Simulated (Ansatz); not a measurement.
Optical constants of P

Computed with DFT PBEsol, scalar-relativistic, plane waves, PAW in Ansatz 0.2.0. Settings: 420 eV plane-wave cutoff, Γ-centred 20×20×20 mesh, Fermi-Dirac smearing of 0.15 eV. No spin polarisation.

Equilibrium structure at this level:
```yaml
crystal:
  lattice:
    - [2.42280, 0.00000, 0.00000]
    - [0.00000, 2.42280, 0.00000]
    - [0.00000, 0.00000, 2.42281]
  atoms:
    - { symbol: P, position: [0.00000, 0.00000, 0.00000] }
```

In a metal these results depend on the k mesh and the smearing.

Independent-particle response (no local fields, no excitons) on a 28×28×28 mesh, broadened by 0.1 eV; the Drude term is undamped and its weight carries the smearing above, which sets much of it in a semimetal. The run couldn't bound its error over part or most of this range, so small peaks and near ties are unsure. Light polarised along y. ε₁ lacks the small share of bands above those solved.

Question: Tabulate n, κ, the reflectivity and the absorption coefficient against photon energy.

Answer:
```
E (eV) n      κ     R  α (10⁵ cm⁻¹)
   0.2  0.03  61.30  1.00         12.43
   0.6  0.13  19.89  1.00         12.09
   1.0  0.42  11.10  0.99         11.25
   1.4  1.88   8.30  0.90         11.78
   1.8  0.67   6.19  0.93         11.29
   2.2  0.85   3.49  0.78          7.77
   2.6  3.98   3.44  0.57          9.07
   3.0  2.92   5.76  0.76         17.51
   3.4  1.51   4.91  0.80         16.92
   3.8  1.08   4.18  0.80         16.08
   4.2  0.85   3.54  0.79         15.09
   4.6  0.74   2.91  0.74         13.58
   5.0  0.82   2.07  0.57         10.47
   5.4  2.68   1.96  0.38         10.70
   5.8  2.23   2.86  0.52         16.81
   6.2  1.78   3.39  0.63         21.31
   6.6  1.26   3.14  0.66         20.99
   7.0  1.07   3.00  0.68         21.29
   7.4  0.86   2.83  0.70         21.25
   7.8  0.73   2.66  0.71         21.05
   8.2  0.63   2.50  0.72         20.79
   8.6  0.55   2.36  0.72         20.59
   9.0  0.49   2.23  0.73         20.39
   9.4  0.44   2.12  0.73         20.16
   9.8  0.39   2.01  0.74         19.94
  10.2  0.36   1.91  0.74         19.71
  10.6  0.32   1.81  0.74         19.43
  11.0  0.29   1.72  0.75         19.13
  11.4  0.27   1.63  0.75         18.82
  11.8  0.25   1.54  0.75         18.48
```

Question: Where is the highest local maximum of ε₂ between 0.3 and 12 eV?

Answer: At 2.8 eV, where ε₂ = 42.2.

This simple cubic form isn't the element's structure at ambient conditions.

Cost: 1 run of about 0.47 core-minutes, on Intel Xeon Platinum 8259CL (Skylake/Cascade Lake) (shared hosts).